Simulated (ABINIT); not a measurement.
Runs of ABINIT 10.8.3 (patched build) on CdO (Monteponite). It takes space group Fm-3m (No. 225, cubic). Conventional cell: a = 4.699 Å, b = 4.699 Å, c = 4.699 Å, α = 90.00°, β = 90.00°, γ = 90.00°. Around Cd (site symmetry m-3m) lie 6 O at 2.35 Å. Around O (site symmetry m-3m) lie 6 Cd at 2.35 Å. 

```csv
task,level,potentials or basis,cell,cutoff (eV),cell freedom (optcell),optimiser (ionmov),cutoff smearing ecutsm (Ha),force stop (Ha/bohr),gap on the mesh (eV),pressure (GPa)
single point,LDA,PseudoDojo NC SR LDA v0.4.1 standard,as given,1279,-,-,-,-,none,-
relaxation of cell and atoms,PBEsol,PseudoDojo NC SR PBEsol v0.4.1 standard,relaxed,1388,2,2,0.5,2e-05,none,0.0
single point,PBEsol,PseudoDojo NC SR PBEsol v0.4.1 standard,as given,1388,-,-,-,-,none,(a)
single point,PBEsol,PseudoDojo NC SR PBEsol v0.4.1 standard,cell relaxed,1388,-,-,-,-,none,-0.1
```

Alike in all rows: no spin polarisation; k mesh 8 × 8 × 8; smearing fermi-dirac 0.05 eV.

Fill in the values left out.

(a) -0.8.

Caveats: this crystal is a semiconductor, whose small gap the functional closes, so the metal is an error of the method.

A k mesh can miss the band edges, and the runs leave out spin-orbit coupling on Cd.

A gap of «none» marks a metal or a gap under the smearing width.

Runs at the PBE level aren't shown here.
